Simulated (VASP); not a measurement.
# Al (Fm-3m) in VASP: further runs, part 2 of 2

VASP 6.6.1. Earlier steps stand in the parts before.

**3. Relaxation of cell and atoms, PBE+D3(BJ)**

This run uses another cell than the first one, of 15.78 Å³/atom, 0.950 times its volume.

The input, INCAR:

```
PREC = Accurate
ENCUT = 520
EDIFF = 1E-7
ISMEAR = 0
SIGMA = 0.1
LREAL = F
LASPH = T
NELM = 100
ALGO = Normal
ISIF = 3
LWAVE = F
LCHARG = F
GGA = PE
IVDW = 12
IBRION = 2
NSW = 80
EDIFFG = -0.002
```

The input, KPOINTS:

```
regular mesh
0
Gamma
  18 18 18
```

The input, POSCAR:

```
Al                                      
1.0
    0.0000000000      1.9907736749      1.9907736749
    1.9907736749      0.0000000000      1.9907736749
    1.9907736749      1.9907736749      0.0000000000
  Al            
     1
Direct
     0.0000000000000000    0.0000000000000000    0.0000000000000000
```

Potentials or basis: VASP PAW PBE potentials, release 64 (Al).

Command:

```sh
> cat potpaw_PBE.64/Al/POTCAR > POTCAR
> mpirun -np 1 vasp_std > vasp.out
```

OUTCAR:

```text
PREC = Accurate
   ENCUT = 520
   EDIFF = 1E-7
   ISMEAR = 0
   LREAL = F
   LASPH = T
   NELM = 100
   ISIF = 3
   GGA = PE
   IVDW = 12
   IBRION = 2
   NSW = 80
   EDIFFG = -0.002
 IVDW          = 12

 ion  position               nearest neighbor table
   1  0.000  0.000  0.000-

  LATTYP: Found a face centered cubic cell.
 ALAT       =     3.9815473498

  Lattice vectors:

 A1 = (   0.0000000000,   1.9907736749,   1.9907736749)
 A2 = (   1.9907736749,   0.0000000000,   1.9907736749)
 A3 = (   1.9907736749,   1.9907736749,   0.0000000000)

Analysis of symmetry for initial positions (statically):
=====================================================================
 Subroutine PRICEL returns:
 Original cell was already a primitive cell.

 Routine SETGRP: Setting up the symmetry group for a
 face centered cubic supercell.

 Subroutine GETGRP returns: Found 48 space group operations
 (whereof 48 operations were pure point group operations)
 out of a pool of 48 trial point group operations.

The static configuration has the point symmetry O_h .

Analysis of symmetry for dynamics (positions and initial velocities):
=====================================================================
 Subroutine PRICEL returns:
 Original cell was already a primitive cell.

 Routine SETGRP: Setting up the symmetry group for a
 face centered cubic supercell.

 Subroutine GETGRP returns: Found 48 space group operations
 (whereof 48 operations were pure point group operations)
 out of a pool of 48 trial point group operations.

The dynamic configuration has the point symmetry O_h .

 Subroutine INISYM returns: Found 48 space group operations
 (whereof 48 operations are pure point group operations),
 and found     1 'primitive' translations

----------------------------------------------------------------------------------------

                                     Primitive cell

  volume of cell :      15.7796

  direct lattice vectors                    reciprocal lattice vectors
[... 108 lines left out ...]
  Thomas-Fermi vector in A             =   2.068850
   LORBIT       =      0    0 simple, 1 ext, 2 COOP (PROOUT), +10 PAW based schemes
   GGA     = PE    functional components
   LHFCALC =     F    Hartree Fock is set to
   AEXX    =    0.0000 exact exchange contribution
   IVDW    =    12    specifies the selected vdW correction
   LEPSILON=     F    determine dielectric tensor
   LRPA    =     F    only Hartree local field effects (RPA)
 conjugate gradient relaxation of ions
 non-spin polarized calculation
 Gauss-broadening in eV      SIGMA  =   0.10
  energy-cutoff  :      520.00
  volume of cell :       15.78
 maximum number of plane-waves:       444
 NGX is ok and might be reduce to    24
   NGX = 11   NGY = 11   NGZ = 11

 number of electron       3.0000000 magnetization

 Free energy of the ion-electron system (eV)
  ---------------------------------------------------
  ext. energy  EPLUGINS =         0.00000000
  ---------------------------------------------------
  free energy    TOTEN  =        -3.73653474 eV

  energy without entropy =       -3.73359840  energy(sigma->0) =       -3.73506657

 E-fermi :   8.4693     XC(G=0): -10.3591

 val. band max:        8.4684185308   @ k =  -0.4444   0.3333   0.1111
 cond. band min:       8.4942281196   @ k =  -0.2222   0.3889   0.1667
 fundamental gap:      0.0258095888
 Fermi energy:         8.4693310748

 k-point     1 :       0.0000    0.0000    0.0000
  band No.  band energies     occupation
      1      -2.9727      2.00000
      2      21.3438      0.00000
      3      21.3438      0.00000
      4      21.3438      0.00000
      5      23.1804      0.00000
[... 177 lines left out ...]
 k-point    24 :      -0.2222    0.0556    0.0000
  band No.  band energies     occupation
      1      -1.2830      2.00000
      2      12.4150      0.00000
      3      18.0407      0.00000
      4      20.9656      0.00000
      5      22.7638      0.00000

 [... further k-points ...]

------------------------ aborting loop because EDIFF is reached ----------------------------------------

 Edisp (eV)   -0.35231

 E8    (eV) :    -0.1577

  FORCE on cell =-STRESS in cart. coord.  units (eV):
  Direction    XX          YY          ZZ          XY          YZ          ZX
  --------------------------------------------------------------------------------------
  -------------------------------------------------------------------------------------
  Total       0.00055     0.00055     0.00055    -0.00000    -0.00000     0.00000
  in kB       0.05556     0.05556     0.05556    -0.00000    -0.00000     0.00000
  external pressure =        0.06 kB  Pullay stress =        0.00 kB

 VOLUME and BASIS-vectors are now :
 -----------------------------------------------------------------------------
  energy-cutoff  :      520.00
  volume of cell :       15.78
      direct lattice vectors                 reciprocal lattice vectors
     0.000000000  1.990773675  1.990773675    -0.251158636  0.251158636  0.251158636
     1.990773675  0.000000000  1.990773675     0.251158636 -0.251158636  0.251158636
     1.990773675  1.990773675  0.000000000     0.251158636  0.251158636 -0.251158636

 POSITION                                       TOTAL-FORCE (eV/Angst)
 -----------------------------------------------------------------------------------
      0.00000      0.00000      0.00000        -0.000000      0.000000      0.000000
 -----------------------------------------------------------------------------------
    total drift:                               -0.000000      0.000000     -0.000000

  FREE ENERGIE OF THE ION-ELECTRON SYSTEM (eV)
  ---------------------------------------------------
  free  energy   TOTEN  =        -4.0888485528 eV

  energy  without entropy=       -4.0859122097  energy(sigma->0) =       -4.08738038

 reached required accuracy - stopping structural energy minimisation
```

OSZICAR:

```text
N       E                     dE             d eps       ncg     rms          rms(c)
DAV:   1    -0.167937957401E+01   -0.16794E+01   -0.88297E+02  2065   0.329E+02
DAV:   2    -0.374501526187E+01   -0.20656E+01   -0.19034E+01  2580   0.304E+01
DAV:   3    -0.375982704518E+01   -0.14812E-01   -0.14652E-01  2520   0.312E+00
DAV:   4    -0.375988435128E+01   -0.57306E-04   -0.57281E-04  2615   0.183E-01
DAV:   5    -0.375988468318E+01   -0.33190E-06   -0.33193E-06  2695   0.118E-02    0.138E+00
DAV:   6    -0.374638972525E+01    0.13495E-01   -0.14388E-03  2245   0.291E-01    0.805E-01
DAV:   7    -0.373653935903E+01    0.98504E-02   -0.43738E-03  2270   0.472E-01    0.154E-01
DAV:   8    -0.373653683888E+01    0.25202E-05   -0.22771E-05  2445   0.517E-02    0.124E-02
DAV:   9    -0.373653510900E+01    0.17299E-05   -0.10277E-06  2435   0.739E-03    0.112E-03
DAV:  10    -0.373653480620E+01    0.30281E-06   -0.49803E-09  1960   0.822E-04    0.108E-03
DAV:  11    -0.373653473911E+01    0.67090E-07   -0.24963E-10  1265   0.157E-04
   1 F= -.40888486E+01 E0= -.40873804E+01  d E =-.408885E+01
```

CONTCAR:

```text
Al
   1.00000000000000
     0.0000000000000000    1.9907736749000000    1.9907736749000000
     1.9907736749000000    0.0000000000000000    1.9907736749000000
     1.9907736749000000    1.9907736749000000    0.0000000000000000
  Al
     1
Direct
     0.0000000000000000    0.0000000000000000    0.0000000000000000

  0.00000000E+00  0.00000000E+00  0.00000000E+00
```

Wall time 5.3 s (1 thread of Intel Xeon Platinum 8559C (Emerald Rapids), shared host); peak memory 0.14 GiB.

What came out:

| Quantity | Value |
| --- | --- |
| Free energy | -4.0888 eV |
| Pressure after relaxing | 0.0 GPa |
| Band gap on the k mesh | none (metal or under the smearing width) |
| Dispersion energy per atom | -0.352 eV |

Final structure:
```
Al
1.0
     0.00000    1.99077    1.99077
     1.99077    0.00000    1.99077
     1.99077    1.99077    0.00000
Al
1
Direct
  0.00000 0.00000 0.00000
```

Caveat: the relaxation stopped at its first step, so nothing moved; pairwise dispersion overbinds metals, which lowers pressure and volume.

**4. Vibrations by finite differences, PBE+D3(BJ)**

This run uses another cell than the first one, of 15.78 Å³/atom, 0.950 times its volume.

The input, INCAR:

```
SYSTEM = Al
PREC = Accurate ; ENCUT = 520
EDIFF = 1E-8 ; ISMEAR = 0
SIGMA = 0.1 ; LREAL = .FALSE.
LASPH = .TRUE. ; NELM = 100
ALGO = Normal ; ISIF = 3
LWAVE = .FALSE. ; LCHARG = .FALSE.
GGA = PE ; IVDW = 12
IBRION = 6 ; NFREE = 2
POTIM = 0.015 ; NSW = 1
```

The input, KPOINTS:

```
regular mesh
0
G
  18 18 18
  0 0 0
```

POSCAR is that of step 3.

Command:

```sh
> cat potpaw_PBE.64/Al/POTCAR > POTCAR
> mpirun -np 1 vasp_std > vasp.out
```

It took 3 min on 1 thread of Intel Xeon Platinum 8559C (Emerald Rapids), shared host; peak memory 0.34 GiB.

Results (log left out):

| Quantity | Value |
| --- | --- |
| Elastic constants C11, C12, C44 | 92, 84, 10 GPa |
| Voigt bulk modulus | 87 GPa |
| Dispersion energy per atom | -0.352 eV |

Elastic tensor in Voigt notation (GPa, in the Cartesian axes of the cell as first typed):
```
92 84 84  0  0  0
84 92 84  0  0  0
84 84 92  0  0  0
 0  0  0 10  0  0
 0  0  0  0 10  0
 0  0  0  0  0 10
```

Clamped-ion elastic tensor (GPa):
```
92 84 84  0  0  0
84 92 84  0  0  0
84 84 92  0  0  0
 0  0  0 10  0  0
 0  0  0  0 10  0
 0  0  0  0  0 10
```

Caveat: elastic constants of metals need much finer meshes, so these are rough; pairwise dispersion overbinds metals, which lowers pressure and volume.
